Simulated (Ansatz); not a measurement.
**HfN in Ansatz: the effect of target pressure**

Crystal: HfN.

```
Hf N
1.0
     0.00000    2.45482    2.45482
     2.45482    0.00000    2.45482
     2.45482    2.45482    0.00000
Hf N
1 1
Direct
  0.00000 0.00000 0.00000
  0.25000 0.25000 0.25000
```

The cell comes from a database or a generator and needn't be the stable form of this composition.

Alike in all runs:

* Program: Ansatz 0.2.0
* Task: relaxation of cell and atoms
* Functional: PBEsol
* Potentials or basis: Ansatz PAW
* Cutoff: 420 eV (not typed: the program's choice for these potentials)
* k mesh: 9 × 9 × 9
* Occupations: fermi-dirac, width 0.05 eV
* Spin: no spin polarisation

Each run relaxes the cell or the atoms first.

```tsv
target pressure	relaxed volume (Å³/atom)
0 GPa	14.41
2 GPa	14.27
5 GPa	14.07
10 GPa	13.77
20 GPa	13.26
30 GPa	?
```

Question: What does the run with target pressure 30 GPa give?

Answer: Relaxed volume 12.82 Å³/atom.

Worked out: In Murnaghan's law V^(-B') rises as a straight line in P. The other rows fit best with B' = 4.5, V0 = 14.41 Å³/atom and B0 = 198 GPa, which gives 12.84 Å³/atom at 30 GPa, against the run's 12.82.

Caveats: the plane-wave basis is chosen anew once the cell has moved, so the energies of steps on either side of that aren't comparable; the PAW data sets come from PBE, with cores solved anew for the run's functional, which leaves a small shift of forces and pressure.
